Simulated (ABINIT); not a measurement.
# TiC (Fm-3m) in ABINIT: notebook

One crystal, TiC, is run at these levels: LDA, PW91, BLYP, PBE; tasks: band structure, equation of state.

Everything below comes from runs of ABINIT 10.8.3 (patched build). Logs are shortened: lines on timing, memory, paths and dates and some standing lists are left out, and cuts for length are marked. The log counts tension as positive stress, the text compression.

### 1 The structure

It takes space group Fm-3m (No. 225, cubic). The conventional cell has a = 4.331 Å, b = 4.331 Å, c = 4.331 Å, α = 90.00°, β = 90.00°, γ = 90.00°. Around Ti (site symmetry m-3m) lie 6 C at 2.17 Å. C (site symmetry m-3m) is surrounded by 6 Ti at 2.17 Å.

The cell is a database's computed one.

### 2 Band structure, LDA

Contents of run.abi:

```
ndtset 2

pp_dirpath "./"
pseudos "Ti.upf, C.upf"

acell 3*1.0 Angstrom
rprim
     0.0000000000     2.1657188437     2.1657188437
     2.1657188437     0.0000000000     2.1657188437
     2.1657188437     2.1657188437     0.0000000000
ntypat 2
znucl 22 6
natom 2
typat 1 2
xred
     0.0000000000     0.0000000000     0.0000000000
     0.5000000000     0.5000000000     0.5000000000

ecut 42.0

ixc 7

occopt 3
tsmear 0.05 eV

nstep 100

iomode 3
prtwf 0
prteig 0
prtebands 0
enunit 1
prtden1 1

kptopt1 1
ngkpt1 11 11 11
nshiftk1 1
shiftk1 0.0 0.0 0.0
nband1 12
tolvrs1 1.0e-10

iscf2 -2
getden2 1
nband2 18
nbdbuf2 4
tolwfr2 1.0e-11
kptopt2 -9
ndivsm2 6
prteig2 1
kptbounds2
     0.0000000000     0.0000000000     0.0000000000
     0.5000000000     0.0000000000     0.5000000000
     0.5000000000     0.2500000000     0.7500000000
     0.3750000000     0.3750000000     0.7500000000
     0.0000000000     0.0000000000     0.0000000000
     0.5000000000     0.5000000000     0.5000000000
     0.6250000000     0.2500000000     0.6250000000
     0.5000000000     0.2500000000     0.7500000000
     0.5000000000     0.5000000000     0.5000000000
     0.3750000000     0.3750000000     0.7500000000
```

Potentials or basis: PseudoDojo NC SR LDA v0.4.1 standard.

Launch:

```console
> abinit run.abi > log 2>&1
```

run.abo:

```text
.Version 10.8.3 of ABINIT
 DATASET    1 : space group Fm -3 m (#225); Bravais cF (face-center cubic)
================================================================================
 Values of the parameters that define the memory need for DATASET  1.
     intxc =       0    ionmov =       0      iscf =       7    lmnmax =       6
     lnmax =       6     mgfft =      36  mpssoang =       3    mqgrid =    3001
     natom =       2  nloc_mem =       1    nspden =       1   nspinor =       1
    nsppol =       1      nsym =      48    n1xccc =    2501    ntypat =       2
    occopt =       3   xclevel =       1
       mpw =        1804          nfft =       46656          nkpt =          56
================================================================================
================================================================================

 DATASET    2 : space group Fm -3 m (#225); Bravais cF (face-center cubic)
================================================================================
 Values of the parameters that define the memory need for DATASET  2.
     intxc =       0    ionmov =       0      iscf =      -2    lmnmax =       6
     lnmax =       6     mgfft =      36  mpssoang =       3    mqgrid =    3001
     natom =       2  nloc_mem =       1    nspden =       1   nspinor =       1
    nsppol =       1      nsym =      48    n1xccc =    2501    ntypat =       2
    occopt =       3   xclevel =       1
       mpw =        1816          nfft =       46656          nkpt =         103
================================================================================
================================================================================

--------------------------------------------------------------------------------
------------- Echo of variables that govern the present computation ------------
--------------------------------------------------------------------------------
 -outvars: echo values of preprocessed input variables --------
            acell      1.8897261259E+00  1.8897261259E+00  1.8897261259E+00 Bohr
              amu      4.78800000E+01  1.20110000E+01
             ecut      4.20000000E+01 Hartree
           enunit           1
           getden1          0
           getden2          1
             iscf1          7
             iscf2         -2
                       outvar_i_n : Printing only first  50 k-points.
              ixc           7
           jdtset        1    2
                       outvar_i_n : Printing only first  50 k-points.
           kptopt1          1
           kptopt2         -9
         kptrlatt       11    0    0      0   11    0      0    0   11
          kptrlen1     6.36661555E+01
          kptrlen2     3.00000000E+01
            natom           2
            nband1         12
            nband2         18
           nbdbuf1          0
           nbdbuf2          4
           ndtset           2
           ndivsm1          0
           ndivsm2          6
            ngfft          36      36      36
             nkpt1         56
             nkpt2        103
            nstep         100
             nsym          48
           ntypat           2
                       prtocc : prtvol=0, do not print more k-points.
           occopt           3
        prtebands           0
           prteig1          0
           prteig2          1
            prtwf           0
            rprim      0.0000000000E+00  2.1657188437E+00  2.1657188437E+00
                       2.1657188437E+00  0.0000000000E+00  2.1657188437E+00
                       2.1657188437E+00  2.1657188437E+00  0.0000000000E+00
           shiftk1     0.00000000E+00  0.00000000E+00  0.00000000E+00
           shiftk2     5.00000000E-01  5.00000000E-01  5.00000000E-01
          spgroup         225
           tolvrs1     1.00000000E-10
           tolvrs2     0.00000000E+00
           tolwfr1     0.00000000E+00
           tolwfr2     1.00000000E-11
           tsmear      1.83746611E-03 Hartree
            typat      1  2
                       outvars : Printing only first  50 k-points.
           xangst      0.0000000000E+00  0.0000000000E+00  0.0000000000E+00
                       2.1657188437E+00  2.1657188437E+00  2.1657188437E+00
            xcart      0.0000000000E+00  0.0000000000E+00  0.0000000000E+00
                       4.0926154803E+00  4.0926154803E+00  4.0926154803E+00
[... 200 lines left out ...]
 Non-SCF case, kpt    1 (  0.00000  0.00000  0.00000), residuals and eigenvalues=
  4.99E-12  2.03E-12  2.83E-12  3.88E-12  2.31E-12  7.25E-12  6.80E-12  7.20E-12
  3.69E-12  2.31E-12  5.81E-12  8.98E-12  8.29E-12  3.29E-12  9.95E-12  1.96E-07
  1.18E-06  3.00E-06
 -1.6669E+00 -7.9756E-01 -7.9756E-01 -7.9756E-01 -5.9539E-02  4.1370E-01
  4.1370E-01  4.1370E-01  4.5207E-01  4.5207E-01  4.5207E-01  4.5401E-01
  4.5401E-01  7.7881E-01  9.0743E-01  1.1236E+00  1.1236E+00  1.1236E+00
 Non-SCF case, kpt    2 (  0.02941  0.00000  0.02941), residuals and eigenvalues=
  3.26E-12  8.16E-12  5.54E-12  3.12E-12  1.44E-12  4.37E-12  9.70E-12  3.09E-12
  5.38E-12  2.20E-12  5.62E-12  6.24E-12  3.72E-12  2.28E-12  2.47E-12  9.22E-08
  4.89E-05  9.04E-06
 -1.6668E+00 -7.9772E-01 -7.9762E-01 -7.9762E-01 -5.8565E-02  4.1081E-01
  4.1081E-01  4.1277E-01  4.2614E-01  4.5430E-01  4.5579E-01  4.5579E-01
  4.7951E-01  7.8054E-01  9.0797E-01  1.1210E+00  1.1210E+00  1.1260E+00
[... 693 lines left out ...]
 Non-SCF case, kpt  102 (  0.38750  0.38750  0.72500), residuals and eigenvalues=
  4.02E-12  8.73E-12  4.33E-12  3.73E-12  2.17E-12  3.48E-12  3.12E-12  9.54E-12
  9.15E-12  6.25E-12  3.18E-12  5.03E-12  4.23E-12  6.34E-12  4.43E-12  1.18E-11
  3.14E-07  1.53E-04
 -1.6632E+00 -8.1110E-01 -8.0834E-01 -8.0206E-01  4.7679E-02  2.5142E-01
  2.7080E-01  3.2081E-01  4.5150E-01  5.0171E-01  5.3106E-01  5.9599E-01
  6.0458E-01  8.5150E-01  9.0255E-01  9.3172E-01  1.1058E+00  1.2005E+00
 Non-SCF case, kpt  103 (  0.37500  0.37500  0.75000), residuals and eigenvalues=
  4.33E-12  3.53E-12  4.74E-12  8.52E-12  3.77E-12  1.75E-12  1.41E-12  8.01E-12
  3.40E-12  8.32E-12  1.99E-12  4.31E-12  5.73E-12  2.83E-12  1.56E-12  7.51E-12
  3.23E-07  1.57E-04
 -1.6632E+00 -8.1133E-01 -8.0815E-01 -8.0238E-01  4.4587E-02  2.6259E-01
  2.6820E-01  3.2722E-01  4.4294E-01  5.0435E-01  5.2993E-01  5.9120E-01
  5.9592E-01  8.5810E-01  9.0715E-01  9.2382E-01  1.1194E+00  1.1912E+00

--- !ResultsGS
iteration_state: {dtset: 2, }
comment   : Summary of ground state results
lattice_vectors:
- [  0.0000000,   4.0926155,   4.0926155, ]
- [  4.0926155,   0.0000000,   4.0926155, ]
- [  4.0926155,   4.0926155,   0.0000000, ]
lattice_lengths: [   5.78783,    5.78783,    5.78783, ]
lattice_angles: [ 60.000,  60.000,  60.000, ] # degrees, (23, 13, 12)
lattice_volume:   1.3709854E+02
convergence: {deltae:  0.000E+00, res2:  0.000E+00, residm:  9.973E-12, diffor:  0.000E+00, }
etotal    :  -6.54470659E+01
entropy   :   0.00000000E+00
fermie    :   3.91994144E-01
cartesian_stress_tensor: null
pressure_GPa: null
xred      :
- [  0.0000E+00,   0.0000E+00,   0.0000E+00, Ti]
- [  5.0000E-01,   5.0000E-01,   5.0000E-01,  C]
cartesian_forces: null
force_length_stats: {min: null, max: null, mean: null, }
...

 Integrated electronic density in atomic spheres:
 ------------------------------------------------
 Atom  Sphere_radius  Integrated_density
    1        2.00000          9.55362203
    2        2.00000          3.87914456
================================================================================

 ----iterations are completed or convergence reached----

 Mean square residual over all n,k,spin=   48.304E-13; max=  99.735E-13
 reduced coordinates (array xred) for    2 atoms
       0.000000000000      0.000000000000      0.000000000000
       0.500000000000      0.500000000000      0.500000000000

 cartesian coordinates (angstrom) at end:
    1      0.00000000000000     0.00000000000000     0.00000000000000
    2      2.16571884370000     2.16571884370000     2.16571884370000
 length scales=  1.889726125908  1.889726125908  1.889726125908 bohr
              =  1.000000000000  1.000000000000  1.000000000000 angstroms
 Eigenvalues (   eV  ) for nkpt= 103  k points:
 kpt#   1, nband= 18, wtk=  1.00000, kpt=  0.0000  0.0000  0.0000 (reduced coord)
 -45.35799  -21.70279  -21.70279  -21.70279   -1.62013   11.25730   11.25730   11.25730
  12.30138   12.30138   12.30138   12.35424   12.35424   21.19258   24.69246   30.57356
  30.57356   30.57360
 kpt#   2, nband= 18, wtk=  1.00000, kpt=  0.0294  0.0000  0.0294 (reduced coord)
 -45.35711  -21.70704  -21.70428  -21.70428   -1.59362   11.17873   11.17873   11.23199
  11.59589   12.36215   12.40257   12.40257   13.04810   21.23968   24.70705   30.50320
  30.50364   30.63903
 kpt#   3, nband= 18, wtk=  1.00000, kpt=  0.0588  0.0000  0.0588 (reduced coord)
 -45.35453  -21.71960  -21.70870  -21.70870   -1.51501   10.86913   11.00423   11.00423
  11.15778   12.38569   12.64333   12.64333   13.73946   21.37996   24.74883   30.30926
  30.30935   30.83546
 kpt#   4, nband= 18, wtk=  1.00000, kpt=  0.0882  0.0000  0.0882 (reduced coord)
 -45.35031  -21.73992  -21.71590  -21.71590   -1.38705   10.16169   10.80924   10.80924
  11.03950   12.42422   12.94349   12.94349   14.38693   21.60967   24.81245   30.03357
  30.03380   31.17632
 kpt#   5, nband= 18, wtk=  1.00000, kpt=  0.1176  0.0000  0.1176 (reduced coord)
[... 381 lines left out ...]
  12.74048   13.54645   14.42225   16.60633   17.17399   22.27761   24.61207   25.92181
  28.74643   33.58182
 kpt# 101, nband= 18, wtk=  1.00000, kpt=  0.4000  0.4000  0.7000 (reduced coord)
 -45.26068  -22.08583  -21.97488  -21.81515    1.38591    6.50532    7.44763    8.55632
  12.51970   13.59184   14.44469   16.35531   16.81564   22.79481   24.53996   25.62519
  29.46668   33.28179
 kpt# 102, nband= 18, wtk=  1.00000, kpt=  0.3875  0.3875  0.7250 (reduced coord)
 -45.25840  -22.07111  -21.99616  -21.82522    1.29740    6.84142    7.36886    8.72966
  12.28588   13.65233   14.45078   16.21768   16.45138   23.17051   24.55974   25.35344
  30.09049   32.66665
 kpt# 103, nband= 18, wtk=  1.00000, kpt=  0.3750  0.3750  0.7500 (reduced coord)
 -45.25704  -22.07734  -21.99083  -21.83385    1.21327    7.14541    7.29818    8.90420
  12.05293   13.72409   14.42024   16.08727   16.21593   23.35002   24.68477   25.13846
  30.45957   32.41405

== END DATASET(S) ==============================================================
================================================================================

 -outvars: echo values of variables after computation  --------
            acell      1.8897261259E+00  1.8897261259E+00  1.8897261259E+00 Bohr
           etotal1    -6.5447065863E+01
            fcart1    -0.0000000000E+00 -0.0000000000E+00 -0.0000000000E+00
                      -0.0000000000E+00 -0.0000000000E+00 -0.0000000000E+00
            rprim      0.0000000000E+00  2.1657188437E+00  2.1657188437E+00
                       2.1657188437E+00  0.0000000000E+00  2.1657188437E+00
                       2.1657188437E+00  2.1657188437E+00  0.0000000000E+00
           strten1     4.1773888648E-04  4.1773888648E-04  4.1773888648E-04
                       0.0000000000E+00  0.0000000000E+00  0.0000000000E+00
           xangst      0.0000000000E+00  0.0000000000E+00  0.0000000000E+00
                       2.1657188437E+00  2.1657188437E+00  2.1657188437E+00
             xred      0.0000000000E+00  0.0000000000E+00  0.0000000000E+00
                       5.0000000000E-01  5.0000000000E-01  5.0000000000E-01
 Calculation completed.
```

Run time: 95 s. Hardware: 1 thread of Arm Neoverse V1, shared host; peak memory 0.11 GiB.

Results:

```
Free energy                                           : -1780.9054 eV
Pressure                                              : -12.3 GPa
Band gap on the k mesh                                : none (metal or under the smearing width)
Valence electrons inside the program's atomic spheres : Ti 9.55; C 3.88
```

Levels at the corners of the path, in eV from the Fermi level:
```
point  band 4  band 5  band 6  band 7  band 8  band 9  band 10  band 11  band 12  band 13
    Γ  -32.37  -12.29    0.59    0.59    0.59    1.63     1.63     1.63     1.69     1.69
    X  -32.54   -9.99   -3.43   -1.72   -0.07   -0.07     2.70     3.44     3.44     5.85
    W  -32.55   -9.38   -3.18   -3.18   -2.75    2.72     2.72     3.45     5.15     5.19
    K  -32.50   -9.45   -3.52   -3.37   -1.76    1.39     3.06     3.75     5.42     5.55
    Γ  -32.37  -12.29    0.59    0.59    0.59    1.63     1.63     1.63     1.69     1.69
    L  -32.42   -8.74   -5.89   -2.95   -2.95    2.84     2.84     4.03     8.14     8.14
    U  -32.50   -9.45   -3.52   -3.37   -1.76    1.39     3.06     3.75     5.42     5.55
    W  -32.55   -9.38   -3.18   -3.18   -2.75    2.72     2.72     3.45     5.15     5.19
    L  -32.42   -8.74   -5.89   -2.95   -2.95    2.84     2.84     4.03     8.14     8.14
    K  -32.50   -9.45   -3.52   -3.37   -1.76    1.39     3.06     3.75     5.42     5.55
```

### 3 Band structure, PW91

Edit run.abi of step 2 so:

```diff
@@ -1,11 +1,14 @@
+# Datasets: ground state, then fixed potential
 ndtset 2
 
+# Pseudopotentials
 pp_dirpath "./"
-pseudos "Ti.upf, C.upf"
+pseudos "Ti.GGA_PBE-JTH.xml, C.GGA_PBE-JTH.xml"
 
-acell 3*1.0 Angstrom
+# Structure
+acell 3*1.0
 rprim
-     0.0000000000     2.1657188437     2.1657188437
-     2.1657188437     0.0000000000     2.1657188437
-     2.1657188437     2.1657188437     0.0000000000
+     0.0000000000     4.0926154775     4.0926154775
+     4.0926154775     0.0000000000     4.0926154775
+     4.0926154775     4.0926154775     0.0000000000
 ntypat 2
@@ -18,11 +21,17 @@
 
-ecut 42.0
+# Plane-wave basis
+ecut 19.0
+pawecutdg 38.0
 
-ixc 7
+# Exchange and correlation
+ixc -109134
 
+# Bands and occupations
 occopt 3
-tsmear 0.05 eV
+tsmear 0.00183747
 
+# SCF cycle
 nstep 100
 
+# Output
 iomode 3
@@ -34,2 +43,3 @@
 
+# Dataset 1
 kptopt1 1
@@ -39,4 +49,5 @@
 nband1 12
-tolvrs1 1.0e-10
+tolvrs1 1.0e-9
 
+# Dataset 2: bands along G-X-W-K-G-L-U-W-L-K
 iscf2 -2
@@ -47,3 +58,3 @@
 kptopt2 -9
-ndivsm2 6
+ndivsm2 5
 prteig2 1
```

Potentials or basis: JTH PAW PBE v2.0.

Launch:

```console
> abinit run.abi > log 2>&1
```

It took 32 s on 1 thread of Arm Neoverse V1, shared host; peak memory 0.11 GiB.

The run converged. Its results:

* Free energy: -1755.9497 eV
* Pressure: 0.5 GPa
* Band gap on the k mesh: none (metal or under the smearing width)
* Valence electrons inside the program's atomic spheres: Ti 10.37; C 2.44

Levels at the corners of the path, in eV from the Fermi level:
| point | band 6 | band 7 | band 8 | band 9 | band 10 | band 11 |
| --- | --- | --- | --- | --- | --- | --- |
| Γ | 0.62 | 0.62 | 0.62 | 1.61 | 1.61 | 1.61 |
| X | -3.45 | -1.67 | -0.09 | -0.09 | 2.63 | 3.44 |
| W | -3.17 | -3.17 | -2.77 | 2.72 | 2.72 | 3.44 |
| K | -3.51 | -3.37 | -1.79 | 1.40 | 3.06 | 3.74 |
| Γ | 0.62 | 0.62 | 0.62 | 1.61 | 1.61 | 1.61 |
| L | -5.87 | -2.96 | -2.96 | 2.84 | 2.84 | 4.02 |
| U | -3.51 | -3.37 | -1.79 | 1.40 | 3.06 | 3.74 |
| W | -3.17 | -3.17 | -2.77 | 2.72 | 2.72 | 3.44 |
| L | -5.87 | -2.96 | -2.96 | 2.84 | 2.84 | 4.02 |
| K | -3.51 | -3.37 | -1.79 | 1.40 | 3.06 | 3.74 |

Caveat: the PAW data sets were made with another functional, which shifts forces and pressure a little.

(Continued in part 2 of 2.)
